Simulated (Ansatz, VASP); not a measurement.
**One calculation of Al, two programs**

```
Al
1.0
     2.81246    0.00000    0.00000
    -1.40623    2.43566    0.00000
     0.00000    0.00000    4.86685
Al
2
Direct
  0.31442 0.64697 0.24540
  0.66979 0.33912 0.75318
```

Change from the starting cell: atoms moved at random, drawn with an rms of 0.05 Å.

Alike in both runs: task single point; functional PBE; k mesh 11 × 11 × 6; occupations fermi-dirac, width 0.05 eV; no spin polarisation.

|  | VASP | Ansatz |
| --- | --- | --- |
| version | VASP 6.6.1 | Ansatz 0.2.0 |
| potentials or method | VASP PAW PBE potentials, release 64 (Al) | Ansatz PAW |
| plane-wave cutoff (eV) | 520 | 420 |
| valence electrons in the cell | 6 | 6 |

```csv
,VASP,Ansatz,Ansatz less VASP
gap on the k mesh at the Fermi level (eV),none,none,-
pressure (GPa),0.2,0.3,+0.03
largest component of the traceless stress (GPa),3.02,3.03,+0.010
rms of the force components (eV/Å),0.079,0.079,0.0000
```

Atom by atom the forces differ by 0.000 eV/Å (rms over components). A gap of «none» marks a metal or a gap that the smearing closes.
